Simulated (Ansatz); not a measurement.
Write the native input for Ansatz 0.2.0 that does the following.

- Task: single point
- Functional: PBE
- Potentials or basis: Ansatz PAW
- Cutoff: 420 eV (not typed: the program's choice for these potentials)
- k mesh: 10 × 10 × 6
- Occupations: gaussian, width 0.026 eV
- Spin: no spin polarisation

Crystal: AlN.

```
CELL_PARAMETERS angstrom
3.11300 0.00000 0.00000
-1.55650 2.69594 0.00000
0.00000 0.00000 4.98100
ATOMIC_POSITIONS crystal
Al 0.66667 0.33333 0.50000
Al 0.33333 0.66667 0.00000
N 0.66667 0.33333 0.88000
N 0.33333 0.66667 0.38000
```

These files were run (other wordings do the same):

input.yaml

```yaml
crystal:
  lattice:
    - [3.113, 0.0, 0.0]
    - [-1.5565, 2.695937082, 0.0]
    - [0.0, 0.0, 4.981]
  atoms:
    - { symbol: Al, position: [0.6666666667, 0.3333333333, 0.5] }
    - { symbol: Al, position: [0.3333333333, 0.6666666667, 0.0] }
    - { symbol: "N", position: [0.6666666667, 0.3333333333, 0.88] }
    - { symbol: "N", position: [0.3333333333, 0.6666666667, 0.38] }
hamiltonian:
  xc: pbe
  pseudopotentials: { kind: paw }
kpoints:
  mp_grid: { grid: [10, 10, 6] }
scf:
  occupations: { method: gaussian, width: 0.026 }
output:
  forces: true
  stress: true
  eigenvalues: true
```

Potentials or basis: Ansatz PAW.

The run is started by

```sh
$ ansatz run input.yaml --threads 2 --pin off --max-ram 5632MiB --backend cpu --events-out ev --progress --plain --runs-dir out
```

It gave:

```yaml
Pressure: 3.7 GPa
Largest_force: 0.129 eV/Å
Band_gap_on_the_k_mesh: 4.21 eV, direct
```

Caveat: the pressure holds a Pulay correction of +0.5 GPa for the finite cutoff.

Wall time 3 s on 2 threads of Intel(R) Xeon(R) Processor @ 2.50GHz (Skylake/Cascade Lake), with other jobs on the host, peak memory 0.35 GiB.
